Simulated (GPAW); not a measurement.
Wanted: an ASE script for a GPAW 26.7.0 run.

```yaml
Task: single point
Functional: TB-mBJ
Potentials_or_basis: GPAW PAW data sets for LDA (gpaw-data 1.2.1)
Cutoff: 800 eV
Basis: pw
k_mesh: 10 × 10 × 10
Occupations: fermi-dirac, width 0.05 eV
Spin: no spin polarisation
Maxiter: 150
```

The structure of GaN lies in POSCAR:

```
GaN
1.0
    0.0000000000      2.2535006075      2.2535006075
    2.2535006075      0.0000000000      2.2535006075
    2.2535006075      2.2535006075      0.0000000000
Ga N
1 1
Direct
    0.0000000000      0.0000000000      0.0000000000
    0.2500000000      0.2500000000      0.2500000000
```

The cell is a database's computed one.

These files were run (other wordings do the same):

run.py

```python
from ase.dft.bandgap import bandgap
from ase.io import read, write
from gpaw import GPAW, PW

atoms = read('POSCAR')

calc = GPAW(mode=PW(800),
            xc='TB09',
            kpts={'size': (10, 10, 10), 'gamma': True},
            occupations={'name': 'fermi-dirac', 'width': 0.05},
            nbands=11,
            convergence={'density': 1e-05, 'energy': 1e-05},
            eigensolver='cg',
            maxiter=150,
            txt='gpaw.txt')
atoms.calc = calc
energy = atoms.get_potential_energy()
calc.write('gs.gpw')
write('result.traj', atoms)
print('Fermi level:', round(calc.get_fermi_level(), 4), 'eV')
print(f'Gap: {bandgap(calc)[0]:.4f} eV, direct: {bandgap(calc, direct=True)[0]:.4f} eV')
```

Potentials or basis: GPAW PAW data sets for LDA (gpaw-data 1.2.1), pw.

Run with:

```sh
$ OMP_NUM_THREADS=1 python run.py
```

It gave:

```
Band gap on the k mesh : 3.23 eV, direct
```

Caveat: a model potential gives levels but no total energy.

Wall time 96 s on 1 thread of Arm Neoverse V1, on a shared host, peak memory 0.21 GiB.
